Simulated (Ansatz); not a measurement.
# Ag: under pressure

Aim: relax Ag at pressures from -1 to 90 GPa within the symmetry of the start, and follow volume, cell shape and gap.

This is Ag in the hcp structure; at room conditions it is fcc.

Computed with Ansatz 0.2.0 (DFT r2SCAN, scalar-relativistic, plane waves, PAW, unless a step's input says otherwise).

1 further run of the same task is left out (set aside as unsound or not needed).

## 1. The structure to begin with

The structure is hexagonal, space group P6_3/mmc (No. 194). The conventional cell has a = 2.904 Å, b = 2.904 Å, c = 4.748 Å, α = 90.00°, β = 90.00°, γ = 120.00°. Ag (site symmetry -6m2) has 12 Ag at 2.90 to 2.91 Å in its first shell of neighbours.

Structure file:

```
CELL_PARAMETERS angstrom
2.90368 0.00000 0.00000
-1.45184 2.51466 0.00000
0.00000 0.00000 4.74754
ATOMIC_POSITIONS crystal
Ag 0.33333 0.66667 0.25000
Ag 0.66667 0.33333 0.75000
```

It goes back to an entry of the Materials Project, which need not be the stable form.

It is the result of an earlier relaxation at this level (volume 17.33 Å³/atom; gap on the mesh: none (metal)).

## 2. -1 GPa

Contents of input.yaml:

```yaml
crystal:
  lattice:
    - [2.9131411829, 0.0, 0.0]
    - [-1.4565705915, 2.5228542692, 0.0]
    - [0.0, 0.0, 4.7630157342]
  atoms:
    - { symbol: Ag, position: [0.3333333333, 0.6666666667, 0.25] }
    - { symbol: Ag, position: [0.6666666667, 0.3333333333, 0.75] }
basis:
  ecutwfc: 500
kpoints:
  mp_grid: { grid: [18, 18, 10] }
hamiltonian:
  xc: r2scan
scf:
  occupations: { method: gaussian, width: 0.1 }
output:
  forces: true
  stress: true
  eigenvalues: true
  write_density: true
  write_potential: true
  elf: true
  volumetric_format: npy
relax:
  adjacent_minimum: "off"
  f_tol: 0.008
  max_steps: 50
  cell: { stress_tol: 0.08, p_target: -1.0 }
```

Run with:

```bash
$ ansatz run input.yaml --threads 1 --pin off --max-ram 2560MiB --backend cpu --events-out ev --progress --plain --runs-dir out
```

Further runs follow: target pressure 1 GPa; relaxing at 4 GPa; 12 GPa; target pressure 25 GPa; 50 GPa; 90 GPa.

What does the calculation give? Wanted: bulk modulus B0; B0'.

**Answer**, as computed:

```
                                     quantity                        value
                             volume at 90 GPa  12.35 Å³/atom, V/V0 = 0.713
bulk modulus B0 (third-order Birch-Murnaghan)                      103 GPa
                                          B0'                          5.6
```

At 90 GPa the crystal has lost 28.7 % of its volume. The points follow one equation of state, B0 = 103 GPa. The symmetry of the start is kept, so a transition to another structure would not show.
